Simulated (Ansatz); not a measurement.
**Be under changes of volume**

One of the cells (8.105 Å³/atom); the others are scaled copies at fixed shape and fractional positions:

```
CELL_PARAMETERS angstrom
2.28530 0.00000 0.00000
-1.14265 1.97913 0.00000
0.00000 0.00000 3.58420
ATOMIC_POSITIONS crystal
Be 0.66667 0.33333 0.75000
Be 0.33333 0.66667 0.25000
```

```yaml
Program: Ansatz 0.2.0
Functional: PBE
Potentials_or_basis: PseudoDojo standard (PBE files)
Cutoff: 1197 eV
Density_cutoff: 4789 eV
k_mesh: 13 × 13 × 8
Occupations: fermi-dirac, width 0.05 eV
Spin: no spin polarisation
```

| volume (Å³/atom) | energy over the lowest point (meV/atom) | pressure (GPa) |
| --- | --- | --- |
| 7.619 | ? | ? |
| 7.781 | 1.79 | 3.1 |
| 7.943 | 0.00 | 0.5 |
| 8.105 | 0.80 | -2.0 |
| 8.268 | 3.96 | -4.2 |
| 8.430 | 9.29 | -6.3 |
| 8.592 | 16.61 | -8.2 |

What does the run at 7.619 Å³/atom give?

Energy over the lowest point 6.40 meV/atom; pressure 6.0 GPa.

Worked out: A Birch-Murnaghan fit of order 3 (a polynomial in V^(-2/3)) to the other rows has its minimum at 7.97 Å³/atom with B0 = V·E''(V) = 123 GPa and B' = 3.2 at fixed shape and positions, which overstates the stiffness. It gives 6.37 meV/atom at 7.619 Å³/atom, against the run's 6.40, and -dE/dV = 6.0 GPa, against 6.0.

Energies are extrapolated to zero smearing.
